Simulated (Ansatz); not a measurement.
# Relaxing HfO2, the end x = 0 of the monoclinic HfO2 with Si on Hf sites line (96 atoms), part 2 of 3

Wanted: the relaxed structure of HfO2, the end x = 0 of the monoclinic HfO2 with Si on Hf sites line (96 atoms) and its electronic structure.

Ansatz 0.2.0; Kohn-Sham DFT, PBE, PAW (set soft_2), plane waves.

The cell: 32 Hf and 64 O. The host structure and its lattice constant were typed by rule, without a check against the phase diagram. No spin–orbit coupling is included.

So far. Step 3 (Cell and atoms relaxed): The relaxation changed the energy by -12.3 meV/atom, and atoms moved by 0.042 Å r.m.s., 0.083 Å at most.

## Step 4: Structure statistics after relaxation

Bonds before and after, by the cutoffs listed below:

| pair | bonds before | bonds after | mean before (Å) | mean after (Å) | spread before (Å) | spread after (Å) |
| --- | --- | --- | --- | --- | --- | --- |
| O-Hf | 224 | 224 | 2.153 | 2.163 | 0.080 | 0.079 |

Density 9.85 g/cm³, 11.83 Å³ an atom.

g(r), total and by pair (bins of 0.1 Å):

| r (Å) | total | O-O | O-Hf | Hf-Hf |
| --- | --- | --- | --- | --- |
| 1.95 | 0.00 | 0.00 | 0.00 | 0.00 |
| 2.05 | 2.91 | 0.00 | 6.56 | 0.00 |
| 2.15 | 4.04 | 0.00 | 9.08 | 0.00 |
| 2.25 | 2.42 | 0.00 | 5.46 | 0.00 |
| 2.35 | 0.00 | 0.00 | 0.00 | 0.00 |
| 2.45 | 0.00 | 0.00 | 0.00 | 0.00 |
| 2.55 | 1.89 | 4.26 | 0.00 | 0.00 |
| 2.65 | 0.88 | 1.97 | 0.00 | 0.00 |
| 2.75 | 1.24 | 2.78 | 0.00 | 0.00 |
| 2.85 | 0.76 | 1.71 | 0.00 | 0.00 |
| 2.95 | 1.42 | 3.19 | 0.00 | 0.00 |
| 3.05 | 0.69 | 1.54 | 0.00 | 0.00 |
| 3.15 | 0.00 | 0.00 | 0.00 | 0.00 |
| 3.25 | 0.58 | 1.32 | 0.00 | 0.00 |
| 3.35 | 0.28 | 0.00 | 0.00 | 2.55 |
| 3.45 | 1.05 | 0.00 | 0.00 | 9.49 |
| 3.55 | 0.99 | 1.10 | 0.00 | 4.48 |
| 3.65 | 0.94 | 1.05 | 1.07 | 0.00 |
| 3.75 | 1.36 | 1.02 | 2.03 | 0.00 |
| 3.85 | 1.26 | 0.94 | 1.91 | 0.00 |
| 3.95 | 1.01 | 0.46 | 0.89 | 3.67 |
| 4.05 | 2.49 | 3.02 | 1.74 | 3.40 |
| 4.15 | 0.36 | 0.81 | 0.00 | 0.00 |
| 4.25 | 1.37 | 0.77 | 2.32 | 0.00 |
| 4.35 | 0.34 | 0.00 | 0.76 | 0.00 |
| 4.45 | 1.81 | 0.53 | 3.54 | 0.00 |
| 4.55 | 1.13 | 0.17 | 2.04 | 1.35 |
| 4.65 | 0.59 | 0.66 | 0.66 | 0.00 |
| 4.75 | 0.83 | 1.25 | 0.62 | 0.00 |
| 4.85 | 0.94 | 0.91 | 1.20 | 0.00 |
| 4.95 | 0.77 | 0.00 | 1.72 | 0.00 |
| 5.05 | 0.37 | 0.28 | 0.56 | 0.00 |
| 5.15 | 1.18 | 2.12 | 0.00 | 2.11 |
| 5.25 | 0.92 | 1.03 | 0.52 | 2.07 |
| 5.35 | 1.31 | 1.96 | 0.49 | 1.95 |
| 5.45 | 1.69 | 2.38 | 1.41 | 0.00 |
| 5.55 | 0.81 | 0.46 | 1.37 | 0.00 |
| 5.65 | 0.88 | 1.55 | 0.44 | 0.00 |
| 5.75 | 0.67 | 0.64 | 0.86 | 0.00 |
| 5.85 | 1.92 | 1.45 | 1.64 | 4.95 |
| 5.95 | 0.62 | 0.80 | 0.40 | 0.80 |
| 6.05 | 0.43 | 0.19 | 0.78 | 0.00 |
| 6.15 | 0.82 | 1.49 | 0.37 | 0.00 |
| 6.25 | 1.05 | 1.26 | 0.73 | 1.46 |

Bonds by pair of elements; cutoffs follow the first minimum of g(r), held within bounds set by covalent radii, and pairs that aren't listed don't count as bonded:

| pair A-B | cutoff (Å) | bonds | mean length (Å) | spread (Å) | shortest (Å) | B about A | A about B |
| --- | --- | --- | --- | --- | --- | --- | --- |
| O-Hf | 2.82 | 224 | 2.16 | 0.079 | 2.05 | 3.5 | 7 |

How many atoms have how many bonded neighbours:

| element | mean | 3 | 4 | 7 |
| --- | --- | --- | --- | --- |
| Hf | 7 | 0 | 0 | 32 |
| O | 3.5 | 32 | 32 | 0 |

Bond angles (no mean is given where the spread exceeds 20°):

| angle | count | mean (°) | spread (°) |
| --- | --- | --- | --- |
| O-Hf-O | 672 | - | - |
| Hf-O-Hf | 288 | 112 | 14.9 |

Bond length by coordination (bonds to H left out):

| element | coordination | atoms | mean bond length (Å) |
| --- | --- | --- | --- |
| O | 3 | 32 | 2.09 |
| O | 4 | 32 | 2.22 |

For some of the pairs, g(r) has its first main peak near 2.62 Å (O-O), 2.16 Å (O-Hf) and 3.46 Å (Hf-Hf). Counting bonds as in the table, all Hf atoms have 7 and 50 % of O atoms have 3 and as many 4 bonded neighbours. Bonds at O atoms with 3 neighbours average 2.09 Å, against 2.22 Å at those with 4.

## Step 5: Single point at the relaxed geometry

One more single point at the end of the walk gives the fuller output and checks the residual forces.

input.yaml reads:

```yaml
crystal:
  lattice:
    - [10.32208, 2.0e-05, -0.0071]
    - [2.0e-05, 10.42375, 2.0e-05]
    - [-1.78893, 1.0e-05, 10.55359]
  atoms:
    - { symbol: Hf, position: [0.13795, 0.02163, 0.10441] }
    - { symbol: Hf, position: [0.36221, 0.27163, 0.14605] }
    - { symbol: Hf, position: [0.36221, 0.47874, 0.39604] }
    - { symbol: Hf, position: [0.13796, 0.22874, 0.35442] }
    [... 86 atom lines left out ...]
    - { symbol: O, position: [0.96651, 0.83585, 0.82603] }
    - { symbol: O, position: [0.53367, 0.58585, 0.92445] }
    - { symbol: O, position: [0.72466, 0.87879, 0.73857] }
    - { symbol: O, position: [0.77551, 0.6288, 0.51191] }
    - { symbol: O, position: [0.77551, 0.62158, 0.76191] }
    - { symbol: O, position: [0.72466, 0.87158, 0.98857] }
kpoints:
  mp_grid: { grid: [2, 2, 2] }
hamiltonian:
  xc: pbe
scf:
  occupations: { method: fermi_dirac, width: 0.025 }
output:
  forces: true
  stress: true
  populations: true
  dos:
    method: { smearing: { sigma: 0.08 } }
    de: 0.05
    projected: { site_lists: { Hf: [Hf], O: [O] } }
  eigenvalues: true
  write_density: true
  write_potential: true
  volumetric_format: npy
```

Started as:

```console
> ansatz run input.yaml --threads 6 --pin off --max-ram 102400MiB --backend cuda --events-out ev --progress --plain --runs-dir out
```

Numbers of over 12 decimals in the logs are rounded to 6 here.

What it wrote:

```text
Warning: at least one further symmetry operation maps every atom of the structure, as the run holds it, onto an atom to within 1.73e-5 (fractional), and is not used: to satisfy it, and what else the atoms miss by up to 2.00e-5, twice crystal.symmetry.tolerance (1.0e-5), an atom would have to move by the tolerance or more, and atoms are only ever moved by less. [...]
[...]
GPU FFT provider: cuFFT
GPU libraries: cuBLAS 13.8.2, cuFFT 12.4.0, cuSOLVER 12.3.4
Crystal: 96 atoms, lattice volume = 1135.379 Å³
Basis set: ecut = 420 eV, 22161 PW (Γ), exchange–correlation on 144×144×144 points (8 copies of the dense FFT grid, shifted against one another)
Bands: 730, of which v1, the nominal top of the filled ones, is band 608 counted from 1 (607 counted from 0)
Symmetry: 1 space group operations
[...]
k-points: 8
[...]
GPU buffer pool allocated for 373248 grid points (all kernels)
[...]
SCF iter   1: F=—  HF=-539573.733707 eV  |F-HF|=—  |Δ(HF+E_count)|=         —  Δρ=2.83e-3  dr2=3.67e-2  ethr=1.77e-3  ⟨swp⟩=5.4  Hψ=17604  notcnv=0  defer=611
[...]
SCF iter   9: F=-539573.760031 eV  HF=-539573.760031 eV  |F-HF|=1.49e-8  |Δ(HF+E_count)|=   5.62e-8  Δρ=9.64e-7  dr2=1.38e-8  ethr=8.22e-12  ⟨swp⟩=12.2  Hψ=45524  notcnv=0
SCF 1 converged in 9 iterations: F = -539573.760031 eV  dr2 = 1.38e-8
[...]
SCF converged after 9 iterations
Free energy (F): -539573.760031 eV
[...]
Internal energy: -539573.760031 eV  (E = F + TS)
E sigma→0 (E₀):  -539573.760031 eV
Fermi energy:    15.717605 eV
[...]
--- Forces (eV/Å), atoms counted from 1 ---
  atom   1  Hf    -0.00053526     0.00130369     0.00121294
  atom   2  Hf     0.00044026    -0.00085711    -0.00027418
  atom   3  Hf     0.00039631     0.00115536     0.00172447
  atom   4  Hf    -0.00004459    -0.00024897    -0.00091705
  atom   5  O      0.00102141    -0.00087083     0.00044526
  atom   6  O     -0.00071935    -0.00070788    -0.00005345
  atom   7  O      0.00034986    -0.00045878    -0.00074639
  atom   8  O      0.00058903     0.00109165     0.00004652
  atom   9  O      0.00033089     0.00006010    -0.00036562
  atom  10  O     -0.00058170     0.00032118     0.00056835
  atom  11  O     -0.00038255     0.00030325    -0.00061137
  atom  12  O     -0.00032631    -0.00042480    -0.00019224
  atom  13  Hf    -0.00005145    -0.00097610     0.00085624
  atom  14  Hf     0.00053925    -0.00097748    -0.00004948
[...]
atom  95  O     -0.00002511     0.00014521    -0.00045382
  atom  96  O      0.00041409    -0.00034298    -0.00023877
  max |Σ_I F_I| component: 1.90e-5 eV/Å
--- Stress (GPa, compression-positive) ---
        0.010668      -0.000641      -0.000463
       -0.000641       0.009917      -0.000012
       -0.000463      -0.000012       0.016279
  P = ⅓ Tr σ = 0.0123 GPa (0.123 kbar)
--- Band table (eV; the first three rows and the last of 8) ---
[...]
--- Löwdin populations: 96 sites ---
  site symbol       q [e]
     0     Hf     24.5630
     1     Hf     24.5630
     2     Hf     24.5630
[...]
95      O      6.6940
  spilling = 0.002505 (of n_electrons = 1216.000000)
```

It took 23 s on 1 × NVIDIA H100 80GB HBM3 with 6 threads of AMD EPYC 7R13 (Zen 3), shared host; peak memory 3.1 GiB; 20 s of CPU time.

That memory is the host's; the program planned up to 21.2 GiB on the GPU.

The program notes that the atoms just miss a symmetry operation.

Numbers from this run:

| Item | Value |
| --- | --- |
| free energy | -539573.7600 eV |
| free energy per atom | -5620.5600 eV/atom |
| SCF cycles | 9 |
| pressure | 0.01229 GPa |
| r.m.s. force component | 0.0007 eV/Å |
| longest force | 0.00223 eV/Å |
| Fermi energy | 15.72 eV |
| gap (highest filled to lowest empty level) | 4.04 eV |
| spilling of the projection | 0.002505 |

Löwdin charges by element and coordination (they lack the spilled electrons, 0.032 e an atom on average):

| element | coordination | atoms | mean charge (e) | spread | least | most |
| --- | --- | --- | --- | --- | --- | --- |
| Hf | all | 32 | 1.44 | 0 | 1.44 | 1.44 |
| O | all | 64 | -0.671 | 0.0231 | -0.694 | -0.648 |
| O | 3 | 32 | -0.648 | 0 | -0.648 | -0.648 |
| O | 4 | 32 | -0.694 | 0 | -0.694 | -0.694 |

Density of states as counts of states in windows of 1 eV (from the Fermi level), total and the larger projections:

| from (eV) | to (eV) | total | O p | Hf d | Hf f |
| --- | --- | --- | --- | --- | --- |
| -14 | -13 | 0.0 | 0.0 | 0.0 | 0.0 |
| -13 | -12 | 448.0 | 1.4 | 0.2 | 445.8 |
| -12 | -8 | 0.0 | 0.0 | 0.0 | 0.0 |
| -8 | -7 | 6.6 | 4.5 | 1.5 | 0.0 |
| -7 | -6 | 72.2 | 50.5 | 17.4 | 0.2 |
| -6 | -5 | 72.5 | 54.4 | 14.3 | 0.3 |
| -5 | -4 | 70.8 | 57.8 | 9.6 | 0.3 |
| -4 | -3 | 100.3 | 87.9 | 8.8 | 0.4 |
| -3 | -2 | 61.3 | 57.3 | 2.6 | 0.2 |
| -2 | -1 | 0.2 | 0.2 | 0.0 | 0.0 |
| -1 | 1 | 0.0 | 0.0 | 0.0 | 0.0 |
| 1 | 2 | 0.1 | 0.0 | 0.1 | 0.0 |
| 2 | 3 | 32.8 | 3.8 | 27.3 | 0.0 |
| 3 | 4 | 63.9 | 7.5 | 52.2 | 0.0 |
| 4 | 5 | 64.1 | 7.7 | 48.5 | 0.0 |

Between -26 and -14 eV lie 128 more states.

The stored curve holds about 960 of the 1216 electrons; the rest, give or take the few that broadening carries across the Fermi level, lie in deeper levels below its range.

The levels nearest the highest filled one (over half full), pooled over k-points and spins:

| level less the highest filled one (eV) | occupation |
| --- | --- |
| -0.114 | 2 |
| -0.114 | 2 |
| -0.0847 | 2 |
| -0.0408 | 2 |
| -0.0407 | 2 |
| 0 | 2 |
| 4.04 | 0 |
| 4.14 | 0 |
| 4.14 | 0 |
| 4.26 | 0 |
| 4.26 | 0 |
| 4.27 | 0 |

Valence density in the ac plane at fractional y = 0.122, with atoms of O within 0.2 Å of it. It is the smooth field of the valence electrons, not physical close to the nuclei.

Values in e/Å³, 13 rows by 16 columns, each cell a mean:
```
2.5 1.5 0.3 0.8 2.0 0.6 0.1 0.5 2.5 1.5 0.3 0.8 2.0 0.6 0.1 0.5
1.8 0.9 0.3 0.2 0.3 0.2 0.1 0.5 1.8 0.9 0.3 0.2 0.3 0.2 0.1 0.5
0.2 0.2 0.2 0.9 3.8 1.6 0.2 0.1 0.2 0.2 0.2 0.9 3.8 1.6 0.2 0.1
1.4 0.9 0.3 1.1 3.6 1.1 0.1 0.3 1.4 0.9 0.3 1.1 3.6 1.1 0.1 0.3
2.1 1.1 0.4 0.3 0.3 0.2 0.1 0.5 2.1 1.1 0.4 0.3 0.3 0.2 0.1 0.5
0.2 0.3 0.3 0.6 2.3 1.0 0.1 0.1 0.2 0.3 0.3 0.6 2.3 1.0 0.1 0.1
0.9 0.7 0.2 1.4 4.9 1.6 0.1 0.2 0.9 0.7 0.2 1.4 4.9 1.6 0.1 0.2
3.2 1.6 0.3 0.3 0.4 0.2 0.1 0.7 3.2 1.6 0.3 0.3 0.4 0.2 0.1 0.7
0.5 0.4 0.3 0.4 1.2 0.6 0.1 0.2 0.5 0.4 0.3 0.4 1.2 0.6 0.1 0.2
0.4 0.4 0.2 1.4 5.5 1.9 0.2 0.1 0.4 0.4 0.2 1.4 5.5 1.9 0.2 0.1
2.5 1.4 0.3 0.5 1.0 0.3 0.1 0.5 2.5 1.4 0.3 0.5 1.0 0.3 0.1 0.5
0.8 0.6 0.4 0.3 0.5 0.3 0.1 0.3 0.8 0.6 0.4 0.3 0.5 0.3 0.1 0.3
0.2 0.3 0.2 1.3 5.1 1.9 0.2 0.1 0.2 0.3 0.2 1.3 5.1 1.9 0.2 0.1
```
Columns run along a (10.3 Å), rows up along c (10.7 Å). Atoms in or near the plane, at fractional coordinates: O at (0.28, 0.01), O at (0.28, 0.26), O at (0.28, 0.51), O at (0.28, 0.76), O at (0.78, 0.01), O at (0.78, 0.26), O at (0.78, 0.51), O at (0.78, 0.76).

Electrostatic potential energy in the ac plane at fractional y = 0.122, with atoms of O within 0.2 Å of it. With pseudopotentials it is smooth inside the atoms' cores, unlike the true potential.

Ten even steps from '0' (-26 eV) to '9' (19 eV), each cell a mean:
```
65699962269999855899842389999
20488888899999411688888999997
44677789999999635777889999998
98877789899999998777888899999
99887873139999999878852269999
99999950018999999989820059999
76799962269999966899842389999
31488888899999512788888999998
54776789999999745777789999999
98766788899999998766788899999
99877873249999998877852279999
99988950018999999888820059999
65699962269999855899842389999
20488888899999401688888999997
44677789999999635777889999998
98877789899999998777888899999
99887873139999999878852269999
99999950018999999989820059999
76799962269999966899842389999
31488888899999512788888999998
54776789999999745777789999999
98766788899999998766788899999
99877873249999998877852279999
99988950018999999888820059999
```
Columns run along a (10.3 Å; values clipped at the 3rd and 97th percentile), rows up along c (10.7 Å). Atoms in or near the plane, at fractional coordinates: O at (0.28, 0.01), O at (0.28, 0.26), O at (0.28, 0.51), O at (0.28, 0.76), O at (0.78, 0.01), O at (0.78, 0.26), O at (0.78, 0.51), O at (0.78, 0.76).

Mean Löwdin charges: Hf +1.44, O -0.67 e. The largest share in the top eV of filled states is O p (94 % of the projected weight), and in the lowest eV of empty states Hf d (85 % of the projected weight).

Local excerpt of 10 atoms (numbers count through the whole input) about Hf40, picked at random; x, y, z are measured from there.

| atom | x | y | z | distance (Å) | bonds | Löwdin charge (e) |
| --- | --- | --- | --- | --- | --- | --- |
| Hf40 | 0.00 | 0.00 | 0.00 | 0.00 | 7 | 1.44 |
| O44 | -1.20 | -1.49 | 0.74 | 2.05 | 3 | -0.65 |
| O91 | -1.72 | 1.12 | -0.30 | 2.07 | 3 | -0.65 |
| O41 | -0.75 | -0.67 | -1.90 | 2.15 | 3 | -0.65 |
| O48 | 0.65 | 1.49 | 1.42 | 2.16 | 4 | -0.69 |
| O47 | 1.59 | -1.12 | -0.98 | 2.17 | 4 | -0.69 |
| O34 | 1.14 | -1.04 | 1.66 | 2.27 | 4 | -0.69 |
| O45 | 1.10 | 1.56 | -1.22 | 2.27 | 4 | -0.69 |
| Hf86 | -2.47 | 0.45 | -2.20 | 3.34 | 7 | 1.44 |
| Hf25 | -0.45 | -2.16 | 2.64 | 3.44 | 7 | 1.44 |

The column of bonds counts only the pairs O-Hf within 2.82 Å; other neighbours, such as metal atoms beside each other in a compound, aren't counted, and periodic images can show an atom twice.

## Step 6: K-mesh 3×3×2

A denser mesh tests the sampling of the Brillouin zone.

input.yaml, as its differences from that of step 5:

```diff
@@ -8,3 +8,3 @@
 kpoints:
-  mp_grid: { grid: [2, 2, 2] }
+  mp_grid: { grid: [3, 3, 2] }
 hamiltonian:
@@ -22,4 +22 @@
   eigenvalues: true
-  write_density: true
-  write_potential: true
-  volumetric_format: npy
```

What it wrote:

```text
[...]
GPU FFT provider: cuFFT
GPU libraries: cuBLAS 13.8.2, cuFFT 12.4.0, cuSOLVER 12.3.4
Crystal: 96 atoms, lattice volume = 1135.379 Å³
Basis set: ecut = 420 eV, 22161 PW (Γ), exchange–correlation on 144×144×144 points (8 copies of the dense FFT grid, shifted against one another)
Bands: 730, of which v1, the nominal top of the filled ones, is band 608 counted from 1 (607 counted from 0)
Symmetry: 1 space group operations
[...]
k-points: 10 of 18 (time reversal used)
[...]
GPU buffer pool allocated for 373248 grid points (all kernels)
[...]
SCF iter   1: F=—  HF=-539573.736075 eV  |F-HF|=—  |Δ(HF+E_count)|=         —  Δρ=2.83e-3  dr2=3.68e-2  ethr=1.77e-3  ⟨swp⟩=5.3  Hψ=22020  notcnv=0  defer=804
[...]
SCF iter   8: F=—  HF=-539573.762063 eV  |F-HF|=—  |Δ(HF+E_count)|=   1.02e-6  Δρ=5.54e-6  dr2=3.49e-7  ethr=8.56e-11  ⟨swp⟩=2.0  Hψ=10950  notcnv=0  defer=921
SCF iter   9: F=-539573.762063 eV  HF=-539573.762063 eV  |F-HF|=1.46e-8  |Δ(HF+E_count)|=   5.52e-8  Δρ=8.87e-7  dr2=1.24e-8  ethr=8.22e-12  ⟨swp⟩=9.0  Hψ=35353  notcnv=0
SCF 1 converged in 9 iterations: F = -539573.762063 eV  dr2 = 1.24e-8
[...]
SCF converged after 9 iterations
Free energy (F): -539573.762063 eV
[...]
Internal energy: -539573.762063 eV  (E = F + TS)
E sigma→0 (E₀):  -539573.762063 eV
Fermi energy:    15.722425 eV
[...]
Σ components = -539573.762063   (vs F -539573.762063, Δ=0.00e0)
--- Forces (eV/Å), atoms counted from 1 ---
  atom   1  Hf    -0.00050002     0.00124733     0.00117638
  atom   2  Hf     0.00040699    -0.00091268    -0.00023266
  atom   3  Hf     0.00036128     0.00121185     0.00176037
  atom   4  Hf    -0.00001162    -0.00019254    -0.00095870
[...]
atom  96  O      0.00042082    -0.00029414    -0.00020442
  max |Σ_I F_I| component: 1.88e-5 eV/Å
--- Stress (GPa, compression-positive) ---
        0.011868      -0.000642       0.000104
       -0.000642       0.007012      -0.000013
        0.000104      -0.000013       0.016326
  P = ⅓ Tr σ = 0.0117 GPa (0.117 kbar)
--- Band table (eV; the first three rows and the last of 10) ---
[...]
--- Löwdin populations: 96 sites ---
  site symbol       q [e]
     0     Hf     24.5631
     1     Hf     24.5630
     2     Hf     24.5631
[...]
95      O      6.6940
  spilling = 0.002505 (of n_electrons = 1216.000000)
```

Elapsed: 23 s, on 1 × NVIDIA H100 80GB HBM3 with 6 threads; peak memory 3.1 GiB.

That memory is the host's; the program planned up to 32.7 GiB on the GPU.

Geometry and reference: those of the single point at the relaxed geometry.

Forces differ from those of the single point at the relaxed geometry by 0.041 meV/Å r.m.s.

## Step 7: Coarser k-mesh (Γ alone)

 Besides, the k-mesh goes from 2×2×2 to 1×1×1.

input.yaml, as its differences from that of step 6:

```diff
@@ -8,3 +8,3 @@
 kpoints:
-  mp_grid: { grid: [3, 3, 2] }
+  mp_grid: { grid: [1, 1, 1] }
 hamiltonian:
```

What it wrote:

```text
[...]
GPU FFT provider: cuFFT
GPU libraries: cuBLAS 13.8.2, cuFFT 12.4.0, cuSOLVER 12.3.4
Crystal: 96 atoms, lattice volume = 1135.379 Å³
Basis set: ecut = 420 eV, 22161 PW (Γ), exchange–correlation on 144×144×144 points (8 copies of the dense FFT grid, shifted against one another)
Bands: 730, of which v1, the nominal top of the filled ones, is band 608 counted from 1 (607 counted from 0)
Symmetry: 1 space group operations
[...]
k-points: 1
[...]
GPU buffer pool allocated for 373248 grid points (all kernels)
[...]
SCF iter   1: F=—  HF=-539573.452366 eV  |F-HF|=—  |Δ(HF+E_count)|=         —  Δρ=2.75e-3  dr2=3.30e-2  ethr=1.77e-3  ⟨swp⟩=5.0  Hψ=2199  notcnv=0  defer=80
[...]
SCF iter   8: F=—  HF=-539573.478937 eV  |F-HF|=—  |Δ(HF+E_count)|=   1.35e-6  Δρ=6.41e-6  dr2=4.10e-7  ethr=7.20e-11  ⟨swp⟩=2.0  Hψ=1197  notcnv=0  defer=95
SCF iter   9: F=-539573.478937 eV  HF=-539573.478937 eV  |F-HF|=1.37e-8  |Δ(HF+E_count)|=   6.80e-8  Δρ=1.15e-6  dr2=1.64e-8  ethr=8.22e-12  ⟨swp⟩=9.0  Hψ=3599  notcnv=0
SCF 1 converged in 9 iterations: F = -539573.478937 eV  dr2 = 1.64e-8
[...]
SCF converged after 9 iterations
Free energy (F): -539573.478937 eV
[...]
Internal energy: -539573.478937 eV  (E = F + TS)
E sigma→0 (E₀):  -539573.478937 eV
Fermi energy:    15.716183 eV
[...]
Σ components = -539573.478937   (vs F -539573.478937, Δ=0.00e0)
--- Forces (eV/Å), atoms counted from 1 ---
  atom   1  Hf    -0.00948483     0.00957716    -0.00124884
  atom   2  Hf     0.00938067     0.00741294     0.00217965
  atom   3  Hf     0.00932711    -0.00712640     0.00418124
  atom   4  Hf    -0.00897989    -0.00852210    -0.00337656
[...]
atom  96  O     -0.00660952    -0.00153334    -0.00451774
  max |Σ_I F_I| component: 1.73e-5 eV/Å
--- Stress (GPa, compression-positive) ---
       -0.020635      -0.000639      -0.065009
       -0.000639      -0.028601      -0.000010
       -0.065009      -0.000010       0.162117
  P = ⅓ Tr σ = 0.0376 GPa (0.376 kbar)
--- Band table (eV) ---
[...]
--- Löwdin populations: 96 sites ---
  site symbol       q [e]
     0     Hf     24.5594
     1     Hf     24.5594
     2     Hf     24.5594
[...]
95      O      6.6959
  spilling = 0.002504 (of n_electrons = 1216.000000)
```

The job ended after 6.5 s (1 × NVIDIA H100 80GB HBM3 with 6 threads; peak memory 1.1 GiB; 3.9 s of CPU time).

That memory is the host's; the program planned up to 4.7 GiB on the GPU.

Geometry and reference: those of the single point at the relaxed geometry.

Forces differ from those of the single point at the relaxed geometry by 5.5 meV/Å r.m.s.; the energy by +2.9 meV/atom and the pressure by +0.025 GPa.

(Continued in part 3 of 3.)

[Logs are printed without paths, hosts, clocks, repeated set-up lines and the standing remarks that a program may print on its own settings, such as how far it seeks lower states.]

[Hosts, paths, dates, database ids (printed as entryN), source tags and the programs' standing remarks are cut or masked in the printed files.]
